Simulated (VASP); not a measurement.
# CrO2 (Fm-3m) in VASP: equation of state

How stiff is CrO2 in PBE, and what volume does it want? The cell is scaled to several volumes.

All numbers are computed with VASP 6.6.1; they aren't measurements. Logs are shortened: lines on timing, memory, paths and dates and some standing lists are left out, and cuts for length are marked.

## 1. Starting point

Symmetry: Fm-3m, No. 225, cubic system. The conventional cell has a = 4.766 Å, b = 4.766 Å, c = 4.766 Å, α = 90.00°, β = 90.00°, γ = 90.00°. Cr (site symmetry m-3m) is surrounded by 8 O at 2.06 Å. O (site symmetry -43m) has 4 Cr at 2.06 Å as nearest neighbours.

Measurements of this composition are mostly on another form, of space group No. 136.

## 2. Equation of state, PBE, collinear spin, ferromagnetic start, 8.48 Å³/atom (volume scaled by 0.94)

File INCAR:

```
SYSTEM = CrO2
PREC = Accurate
ENCUT = 520
EDIFF = 1E-7
ISMEAR = -1
SIGMA = 0.05
LREAL = .False.
LASPH = .True.
NELM = 100
ALGO = Normal
ISIF = 2
LWAVE = .False.
LCHARG = .False.
ISPIN = 2
MAGMOM = 3 0 0
LORBIT = 11
LMAXMIX = 4
GGA = PE
NBANDS = 23
```

File KPOINTS:

```
regular mesh
0
Gamma
  10 10 10
  0 0 0
```

File POSCAR:

```
CrO2
1.0
    0.0000000000      2.3344173702      2.3344173702
    2.3344173702      0.0000000000      2.3344173702
    2.3344173702      2.3344173702      0.0000000000
Cr O
1 2
Direct
    0.0000000000      0.0000000000      0.0000000000
    0.2500000000      0.2500000000      0.2500000000
    0.7500000000      0.7500000000      0.7500000000
```

Potentials or basis: VASP PAW PBE potentials, release 64 (Cr_pv, O).

On the command line:

```bash
> cat potpaw_PBE.64/Cr_pv/POTCAR potpaw_PBE.64/O/POTCAR > POTCAR
> mpirun -np 1 vasp_std > vasp.out
```

OUTCAR:

```text
SYSTEM = CrO2
   PREC = Accurate
   ENCUT = 520
   EDIFF = 1E-7
   ISMEAR = -1
   LREAL = .False.
   LASPH = .True.
   NELM = 100
   ISIF = 2
   ISPIN = 2
   LORBIT = 11
   GGA = PE

 Found     47 irreducible k-points:

 Following reciprocal coordinates:
            Coordinates               Weight
  0.000000  0.000000  0.000000      1.000000
  0.100000  0.000000  0.000000      8.000000
  0.200000  0.000000  0.000000      8.000000
  0.300000  0.000000  0.000000      8.000000
  0.400000  0.000000  0.000000      8.000000
  0.500000  0.000000  0.000000      4.000000
   k-points           NKPTS =     47   k-points in BZ     NKDIM =     47   number of bands    NBANDS=     23
   number of dos      NEDOS =    301   number of ions     NIONS =      3
   total plane-waves  NPLWV =  21952
   dimension x,y,z NGX =    28 NGY =   28 NGZ =   28
   dimension x,y,z NGXF=    56 NGYF=   56 NGZF=   56
   ions per type =               1   2
   NGX,Y,Z   is equivalent  to a cutoff of  14.10, 14.10, 14.10 a.u.
   NGXF,Y,Z  is equivalent  to a cutoff of  28.20, 28.20, 28.20 a.u.
 SYSTEM =  CrO2
   PREC   = accura    normal or accurate (medium, high low for compatibility)
   ISTART =      0    job   : 0-new  1-cont  2-samecut
   ICHARG =      2    charge: 1-file 2-atom 10-const
   ISPIN  =      2    spin polarized calculation?
   LNONCOLLINEAR =      F non collinear calculations
   LSORBIT =      F    spin-orbit coupling
   LASPH  =      T    aspherical Exc in radial PAW
   ENCUT  =  520.0 eV  38.22 Ry    6.18 a.u.   6.14  6.14  6.14*2*pi/ulx,y,z
   NELM   =    100;   NELMIN=  2; NELMDL= -5     # of ELM steps
   EDIFF  = 0.1E-06   stopping-criterion for ELM
   LREAL  =      F    real-space projection
   EDIFFG = 0.1E-05   stopping-criterion for IOM
   NSW    =      0    number of steps for IOM
   IBRION =     -1    ionic relax: 0-MD 1-quasi-New 2-CG
   NFREE  =      0    steps in history (QN), initial steepest desc. (CG)
   ISIF   =      2    stress and relaxation
   ISYM   =      2    0-nonsym 1-usesym 2-fastsym
   POTIM  = 0.5000    time-step for ionic-motion
   TEBEG  =    0.0;   TEEND  =   0.0 temperature during run
   PSTRESS=    0.0 pullay stress
   NELECT =      24.0000    total number of electrons
   NUPDOWN=      -1.0000    fix difference up-down
   EMIN   =  10.00;   EMAX   =-10.00  energy-range for DOS
   EFERMI =   0.00;   METHOD = LEGACY
   ISMEAR =    -1;   SIGMA  =   0.05  broadening in eV -4-tet -1-fermi 0-gaus
   EFERMI_NEDOS =   21; number of points for ismear=-14 and -15
   IALGO  =     38    algorithm
   IMIX   =      4    mixing-type and parameters
     AMIX     =   0.40;   BMIX     =  1.00
     AMIX_MAG =   1.60;   BMIX_MAG =  1.00
  volume/ion in A,a.u.               =       8.48        57.23
  Fermi-wavevector in a.u.,A,eV,Ry     =   1.605548  3.034047 35.072904  2.577786
  Thomas-Fermi vector in A             =   2.701877
   LORBIT       =     11    0 simple, 1 ext, 2 COOP (PROOUT), +10 PAW based schemes
   GGA     = PE    functional components
   LHFCALC =     F    Hartree Fock is set to
   AEXX    =    0.0000 exact exchange contribution
   IVDW    =     0    specifies the selected vdW correction
   LEPSILON=     F    determine dielectric tensor
   LRPA    =     F    only Hartree local field effects (RPA)
 spin polarized calculation
  energy-cutoff  :      520.00
  volume of cell :       25.44
 maximum number of plane-waves:       701
 NGX is ok and might be reduce to    28
   NGX = 13   NGY = 13   NGZ = 13

 number of electron      23.9999998 magnetization       1.9999862

 Free energy of the ion-electron system (eV)
  ---------------------------------------------------
  ext. energy  EPLUGINS =         0.00000000
  ---------------------------------------------------
  free energy    TOTEN  =       -24.33563828 eV

  energy without entropy =      -24.33562195  energy(sigma->0) =      -24.33563011

 E-fermi :   7.6244     XC(G=0): -12.6850

 val. band max:        7.3461800192   @ k =   0.5000   0.5000   0.0000
 cond. band min:       7.9427168013   @ k =   0.5000   0.0000   0.0000
 fundamental gap:      0.5965367821
 Fermi energy:         7.6243548069

 spin component 1

 k-point     1 :       0.0000    0.0000    0.0000
  band No.  band energies     occupation
      1     -37.3480      1.00000
      2     -37.3479      1.00000
      3     -37.3478      1.00000
      4     -13.2901      1.00000
      5      -8.6183      1.00000
      6       0.6067      1.00000
[... 15 lines left out ...]
     22      27.9564      0.00000
     23      27.9566      0.00000

 k-point     2 :       0.1000    0.0000    0.0000
  band No.  band energies     occupation
      1     -37.3563      1.00000
      2     -37.3491      1.00000
      3     -37.3490      1.00000
      4     -13.1681      1.00000
      5      -8.7897      1.00000
      6       0.6980      1.00000
[... 15 lines left out ...]
     22      27.9818      0.00000
     23      27.9820      0.00000

 k-point     3 :       0.2000    0.0000    0.0000
  band No.  band energies     occupation
      1     -37.3781      1.00000
      2     -37.3522      1.00000
      3     -37.3521      1.00000
      4     -12.8229      1.00000
      5      -9.2283      1.00000
      6       0.9459      1.00000
[... 15 lines left out ...]
     22      28.0647      0.00000
     23      28.0649      0.00000

 k-point     4 :       0.3000    0.0000    0.0000
  band No.  band energies     occupation
      1     -37.4049      1.00000
      2     -37.3559      1.00000
      3     -37.3558      1.00000
      4     -12.3133      1.00000
      5      -9.7897      1.00000
      6       1.2676      1.00000
[... 15 lines left out ...]
     22      28.1525      0.00000
     23      28.1526      0.00000

 k-point     5 :       0.4000    0.0000    0.0000
  band No.  band energies     occupation
      1     -37.4265      1.00000
      2     -37.3589      1.00000
      3     -37.3589      1.00000
      4     -11.7306      1.00000
      5     -10.3700      1.00000
      6       1.5299      1.00000
[... 15 lines left out ...]
     22      27.9875      0.00000
     23      27.9876      0.00000

 k-point     6 :       0.5000    0.0000    0.0000
  band No.  band energies     occupation
      1     -37.4347      1.00000
      2     -37.3601      1.00000
      3     -37.3600      1.00000
      4     -11.3141      1.00000
      5     -10.7767      1.00000
      6       1.6257      1.00000
[... 15 lines left out ...]
     22      27.5389      0.00000
     23      27.5391      0.00000

 [... further k-points ...]

 spin component 2

 k-point     1 :       0.0000    0.0000    0.0000
  band No.  band energies     occupation
      1     -35.1077      1.00000
      2     -35.1077      1.00000
      3     -35.1077      1.00000
      4     -13.3610      1.00000
      5      -8.8201      1.00000
      6       0.8766      1.00000
[... 15 lines left out ...]
     22      28.7050      0.00000
     23      28.7051      0.00000

 k-point     2 :       0.1000    0.0000    0.0000
  band No.  band energies     occupation
      1     -35.1177      1.00000
      2     -35.1091      1.00000
      3     -35.1091      1.00000
      4     -13.2404      1.00000
      5      -8.9819      1.00000
      6       0.9672      1.00000
[... 15 lines left out ...]
     22      28.7077      0.00000
     23      28.7077      0.00000

 k-point     3 :       0.2000    0.0000    0.0000
  band No.  band energies     occupation
      1     -35.1437      1.00000
      2     -35.1126      1.00000
      3     -35.1126      1.00000
      4     -12.8996      1.00000
      5      -9.3995      1.00000
      6       1.2193      1.00000
[... 15 lines left out ...]
     22      28.7390      0.00000
     23      28.7390      0.00000

 k-point     4 :       0.3000    0.0000    0.0000
  band No.  band energies     occupation
      1     -35.1757      1.00000
      2     -35.1169      1.00000
      3     -35.1169      1.00000
      4     -12.3985      1.00000
      5      -9.9398      1.00000
      6       1.5701      1.00000
[... 15 lines left out ...]
     22      28.7849      0.00000
     23      28.7850      0.00000

 k-point     5 :       0.4000    0.0000    0.0000
  band No.  band energies     occupation
      1     -35.2013      1.00000
      2     -35.1205      1.00000
      3     -35.1205      1.00000
      4     -11.8280      1.00000
      5     -10.5026      1.00000
      6       1.9025      1.00000
[... 15 lines left out ...]
     22      28.6173      0.00000
     23      28.6173      0.00000

 k-point     6 :       0.5000    0.0000    0.0000
  band No.  band energies     occupation
      1     -35.2111      1.00000
      2     -35.1218      1.00000
      3     -35.1218      1.00000
      4     -11.4210      1.00000
      5     -10.8985      1.00000
      6       2.0477      1.00000
[... 15 lines left out ...]
     22      28.1302      0.00000
     23      28.1303      0.00000

 [... further k-points ...]

------------------------ aborting loop because EDIFF is reached ----------------------------------------

  FORCE on cell =-STRESS in cart. coord.  units (eV):
  Direction    XX          YY          ZZ          XY          YZ          ZX
  --------------------------------------------------------------------------------------
  -------------------------------------------------------------------------------------
  Total        1.2085625      1.2085625      1.2085625      0.0000000      0.0000000      0.0000000
  in kB       76.1051765     76.1051765     76.1051765      0.0000000      0.0000000      0.0000000
  external PRESSURE =      76.1051765 kB  Pullay stress =       0.0000000 kB

 VOLUME and BASIS-vectors are now :
 -----------------------------------------------------------------------------
  energy-cutoff  :      520.00
  volume of cell :       25.44
      direct lattice vectors                 reciprocal lattice vectors
     0.000000000  2.334417370  2.334417370    -0.214186206  0.214186206  0.214186206
     2.334417370  0.000000000  2.334417370     0.214186206 -0.214186206  0.214186206
     2.334417370  2.334417370  0.000000000     0.214186206  0.214186206 -0.214186206

 POSITION                                       TOTAL-FORCE (eV/Angst)
 -----------------------------------------------------------------------------------
      0.00000      0.00000      0.00000        -0.000000     -0.000000     -0.000000
      1.16721      1.16721      1.16721         0.000000      0.000000      0.000000
      3.50163      3.50163      3.50163        -0.000000     -0.000000     -0.000000
 -----------------------------------------------------------------------------------
    total drift:                               -0.000000      0.000000      0.000000

  FREE ENERGIE OF THE ION-ELECTRON SYSTEM (eV)
  ---------------------------------------------------
  free  energy   TOTEN  =       -24.3356382805 eV

  energy  without entropy=      -24.3356219479  energy(sigma->0) =      -24.33563011

 total charge

# of ion       s       p       d       tot
------------------------------------------
    1        0.315   6.376   3.970  10.661
    2        1.584   3.447   0.000   5.030
    3        1.584   3.447   0.000   5.030
--------------------------------------------------
tot          3.483  13.269   3.970  20.722

 magnetization (x)

# of ion       s       p       d       tot
------------------------------------------
    1        0.029   0.034   2.085   2.148
    2       -0.002  -0.098   0.000  -0.100
    3       -0.002  -0.098   0.000  -0.100
--------------------------------------------------
tot          0.024  -0.162   2.085   1.948
```

It took 59 s on 1 thread of AMD EPYC 9R45 (Zen 5), shared host; peak memory 0.16 GiB.

What came out:

* Free energy: -24.3356 eV
* Pressure: 7.6 GPa
* Band gap on the k mesh: 0.60 eV, indirect (least direct gap 0.62 eV)
* Net moment: 2.00 μB per cell
* Site moments: Cr +2.15; O -0.10 μB
* Valence electrons inside the program's atomic spheres: Cr 10.66; O 5.03

Caveat: a cell with one magnetic atom can't hold antiferromagnetic order, which such compounds often take.

[end of part 1 of 2]
